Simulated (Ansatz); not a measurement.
This was printed by a script on Ansatz 0.2.0 through its Python package, for a comparison of functionals at one structure of C, space group P6_3/mmc. What did the script look like? Use (first run): RPBE, PAW, cutoff 653 eV, 6×6×3 k-points, cold smearing of 0.05 eV. The script varies functional: rpbe, pbesol, blyp.

```
C
1.0
     2.52210    0.00000    0.00000
    -1.26105    2.18420    0.00000
     0.00000    0.00000    4.11860
C
4
Direct
  0.33333 0.66667 0.06250
  0.66667 0.33333 0.56250
  0.33333 0.66667 0.43750
  0.66667 0.33333 0.93750
```

```console
$ python xc.py
DeckWarning: crystal.symmetry: narrowed to the stabiliser of the k-point mesh — unitary ops 24 → 8; excluded 16 operations that carry a point of the 6×6×3 mesh (shift [0.5, 0.5, 0]) off the mesh (the [...]
functional,F/atom (eV),iterations,gap by band count (eV),k-points
rpbe,-252.0201,4,4.18984,24
pbesol,-246.64174,4,3.91198,24
blyp,-251.46071,4,4.52121,24
```
(Warnings from the package without file and line, shortened.)

The script that was run (others could print the same):

Script `xc.py`:
```python
"""One structure of C under several functionals."""

import csv

import ansatz


def main() -> None:
    lattice = ansatz.Lattice.of(
        (2.5221, 0.0, 0.0),
        (-1.26105, 2.18420267, 0.0),
        (0.0, 0.0, 4.1186),
    )
    sites = [
        ("C", (1 / 3, 2 / 3, 0.0625)),
        ("C", (2 / 3, 1 / 3, 0.5625)),
        ("C", (1 / 3, 2 / 3, 0.4375)),
        ("C", (2 / 3, 1 / 3, 0.9375)),
    ]
    crystal = ansatz.Crystal(lattice=lattice)
    for symbol, position in sites:
        crystal = crystal.atom(symbol, position)

    calculation = crystal.calculation()
    calculation = calculation.accuracy("medium")
    calculation = calculation.occupations("cold", width=0.05).basis(24 * ansatz.Ha)
    calculation = calculation.pseudopotentials("paw")
    calculation = calculation.kpoints(6, 6, 3, center="monkhorst-pack")
    calculation = calculation.scf(tolerance=1e-05)
    calculation = calculation.band_table()

    rows = []
    for value in ["rpbe", "pbesol", "blyp"]:
        summary = calculation.functional(value).run(threads=1, backend="cpu").report
        rows.append((value, summary["free_energy_ev"] / len(summary["lattice"]["sites"]), summary["n_iterations"], summary["gap_by_band_count_ev"], summary["n_kpoints"]))

    with open("xc.csv", "w", newline="") as handle:
        writer = csv.writer(handle)
        writer.writerow(["functional", "F/atom (eV)", "iterations", "gap by band count (eV)", "k-points"])
        writer.writerows([round(v, 5) if isinstance(v, float) else v for v in row] for row in rows)
    print(open("xc.csv").read())


if __name__ == "__main__":
    main()
```

Caveats:
- Semilocal gaps usually lie well under measured ones.
- The k-point mesh is coarse, and energy and stress weren't tested for convergence.
- This mesh misses the zone centre, where many direct gaps lie, so the gap can be several times too large.
- Gaps and levels are Kohn-Sham values on a finite set of k-points.
- Total energies of different functionals can't be compared; pressures, moments and gaps at this one structure can.

(Lines on the test bed's own set-up are left out of the output.)
